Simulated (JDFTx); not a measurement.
A run of JDFTx 1.7.0 (patched build):

The input wannier.in:

```
lattice \
    8.6298122933     0.0000000000     0.0000000000 \
    0.0000000000     8.6298122933     0.0000000000 \
    0.0000000000     0.0000000000     8.6298122933
coords-type Cartesian
ion Cs     0.0000000000     0.0000000000     0.0000000000 1
ion I      4.3149061467     4.3149061467     4.3149061467 1

ion-species pseudo/Cs.upf
ion-species pseudo/I.upf
elec-cutoff 35 280
elec-ex-corr gga-PBE
kpoint-folding 5 5 5
elec-smearing Fermi 0.0018374661
elec-n-bands 14
forces-output-coords Cartesian

wannier-initial-state run.$VAR
wannier-dump-name wannier.$VAR
wannier localizationMeasure RealSpace bStart 5 saveWfnsRealSpace no
wannier-minimize nIterations 1000 energyDiffThreshold 1e-6
wannier-center Gaussian 0.5506 0.5594 0.5606 1.2
wannier-center Gaussian 0.5401 0.4512 0.4277 1.2
wannier-center Gaussian 0.4064 0.5652 0.4654 1.2
```

Potentials or basis: PseudoDojo-SR-PBE-0.5-standard.

Command:

```bash
$ wannier -c 1 -i wannier.in -o wannier.out
```

Hardware: 1 thread of Intel(R) Xeon(R) 6975P-C (Granite Rapids), on a shared host.

Task: How long does it take, and how much memory?

Result: Wall time 24 s on 1 thread of Intel(R) Xeon(R) 6975P-C (Granite Rapids), with other jobs on the host, peak memory 0.36 GiB.
